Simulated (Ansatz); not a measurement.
Reaction (ligand exchange at the Al–N bond): `N=C(O)[NH][AlH2]` + HI → `[AlH2][I]` + `N=C(N)O`

Calculated with Ansatz (gas phase, PBE0-D4/def2-TZVP geometries, no zero-point term in ΔE). CBS: MP2 limit from def2 TZ/QZ plus the TZ coupled-cluster correction, frozen cores. DFT in def2-TZVPP. def2 core potentials past Kr. For I outer-core shells are correlated without core-valence functions, which leaves a few kJ/mol of doubt a bond. Each species was taken in one conformer, which may not be the lowest.

`N=C(O)[NH][AlH2]`:

Cartesian coordinates in Å:
```
N -0.042 -1.355 -1.080
C 0.676 -0.478 -0.509
O 2.004 -0.460 -0.742
N 0.313 0.524 0.363
Al -1.313 0.936 0.995
H -1.022 -1.275 -0.833
H 2.167 -1.187 -1.356
H 1.117 1.066 0.649
H -2.543 0.068 0.525
H -1.358 2.161 1.988
```

HI:

```xyz
2

I    -0.283    0.416   -0.628
H     0.283   -0.416    0.628
```

`[AlH2][I]`:

Z-matrix (Å, degrees):
```
Al
I 1 2.472
H 1 1.577 2 117.8
H 1 1.577 2 117.8 3 180.0
```

`N=C(N)O`:

```xyz
8

N     0.675    0.758   -0.925
C     0.069    0.005   -0.103
N    -1.224    0.223    0.266
O     0.535   -1.115    0.508
H     1.605    0.424   -1.152
H    -1.584    1.130    0.029
H    -1.522   -0.170    1.141
H     1.447   -1.254    0.237
```

(1) Is it downhill or uphill in electronic energy at CCSD(T)/CBS, and by how much? (Best estimate.)

(2) What do these levels give: PBE, SCS-MP2/def2-TZVPP, HF/def2-QZVPP, SCS-MP2/def2-QZVPP, HF/CBS(def2), CCSD/CBS(def2)? (An estimate is asked.)

Largest T1 diagnostic among the species: 0.014.

Results:

(1) The calculation gave: Downhill: ΔE = -49.3 kJ/mol.

(2) Computed: PBE -53.0, SCS-MP2/def2-TZVPP -46.5, HF/def2-QZVPP -58.9, SCS-MP2/def2-QZVPP -49.7, HF/CBS(def2) -58.7, CCSD/CBS(def2) -50.8 kJ/mol.

In def2-TZVPP, CCSD(T) changes the Hartree–Fock value by +17.4 kJ/mol (the triples alone add +1.4 kJ/mol) and MP2 by +10.7 kJ/mol. The D4 term adds +4.4 kJ/mol with B3LYP and +2.5 kJ/mol with PBE0; it sums over pairs of atoms, weighted by their polarisabilities, and B3LYP, whose exchange is more repulsive, gets the larger term.

B3LYP here is the variant with VWN-RPA as its local correlation; programs differ in this.
